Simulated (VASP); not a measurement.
# GaSb in VASP: how settings move the PBE single point

The PBE single point of GaSb in the zincblende structure, under -0.5 % biaxial strain in x and y, free along z is repeated with altered inputs. Which of them can be trusted?

Code: VASP 6.6.1. PAW datasets, plane waves. The values are computed, spin-unpolarised (in the reference), and not measurements.

## Step 1: Starting point

The cell comes from an earlier relaxation with r2SCAN in another program, then strained, with the atoms relaxed again. Some of the altered inputs switch spin polarisation on.

It is tetragonal, I-4m2 (No. 119); a = 4.315 Å, c = 6.156 Å in the conventional setting, 28.65 Å³ an atom. Near Ga stand 4 Sb at 2.65 Å; near Sb stand 4 Ga at 2.65 Å.

Coordinates:

```
CELL_PARAMETERS angstrom
0.00000 3.05086 3.07790
3.05086 0.00000 3.07790
3.05086 3.05086 0.00000
ATOMIC_POSITIONS crystal
Ga 0.00000 0.00000 0.00000
Sb 0.25000 0.25000 0.25000
```

## Step 2: Reference

Contents of INCAR:

```
ENCUT = 520.000000
SIGMA = 0.020000
EDIFF = 1.00e-07
GGA = PE
PREC = Accurate
IBRION = -1
ISIF = 2
ISMEAR = -1
NBANDS = 16
NELM = 120
NSW = 0
LASPH = .TRUE.
LCHARG = .FALSE.
LWAVE = .FALSE.
LREAL = .FALSE.
```

Contents of KPOINTS:

```
KPOINTS created by Atomic Simulation Environment
0
Gamma
8 8 8
0 0 0
```

Contents of POSCAR:

```
Ga Sb
 1.0000000000000000
     0.0000000000000000    3.0508559941000000    3.0778970451999998
     3.0508559941000000    0.0000000000000000    3.0778970451999998
     3.0508559941000000    3.0508559941000000    0.0000000000000000
 Ga  Sb
   1   1
Cartesian
  0.0000000000000000  0.0000000000000000  0.0000000000000000
  1.5254279970499998  1.5254279970499998  1.5389485225999999
```

A file KPOINTS_OPT adds named points for the levels; it doesn't enter the self-consistent loop.

Potentials: the recommended PBE PAW datasets, 18 valence electrons.

Started as:

```bash
$ mpirun -np 1 vasp_std
```

## Step 3: Altered input 1

Edit INCAR of step 2 so:

```diff
@@ -9,3 +9,2 @@
 NBANDS = 16
-NELM = 120
 NSW = 0
@@ -15 +14,4 @@
 LREAL = .FALSE.
+ISPIN = 2
+MAGMOM = 1 -1
+NELM = 96
```

KPOINTS is that of step 2.

POSCAR is that of step 2.

## Step 4: Altered input 2

Edit INCAR of step 2 so:

```diff
@@ -15 +15,3 @@
 LREAL = .FALSE.
+ISPIN = 2
+MAGMOM = 3 -3
```

Contents of KPOINTS:

```
KPOINTS created by Atomic Simulation Environment
0
Monkhorst-Pack
8 8 8
0 0 0
```

POSCAR is that of step 2.

## Step 5: Altered input 3

Edit INCAR of step 2 so:

```diff
@@ -15 +15,2 @@
 LREAL = .FALSE.
+MAXMIX = 10
```

KPOINTS is that of step 2.

POSCAR is that of step 2.

**Question.** What will these runs give? Wanted: for each run, changed; ending; energy change; pressure; electronic steps; usable.

**Answer**, as computed:

| run | changed | ending | energy change (meV/atom) | pressure (GPa) | gap on the mesh (eV; negative: overlap) | electronic steps | time | usable |
| --- | --- | --- | --- | --- | --- | --- | --- | --- |
| ref. | – | converged | 0 | 2.4 | 0.01 | 13 | 15 s | yes |
| 1 | ISPIN = 2, MAGMOM = 1 -1, NELM = 96 | converged | 0.0 | 2.4 | – | 16 | 35 s | yes |
| 2 | ISPIN = 2, MAGMOM = 3 -3, shifted mesh | converged | -3.8 | 2.4 | – | 17 | 82 s | yes |
| 3 | MAXMIX = 10 | converged | 0.0 | 2.4 | 0.01 | 13 | 15 s | yes |

What this shows: Of 3 altered inputs, 3 gave usable results. Among the usable ones with comparable energies, «ISPIN = 2, MAGMOM = 3 -3, shifted mesh» moves the energy most, by -3.8 meV/atom.
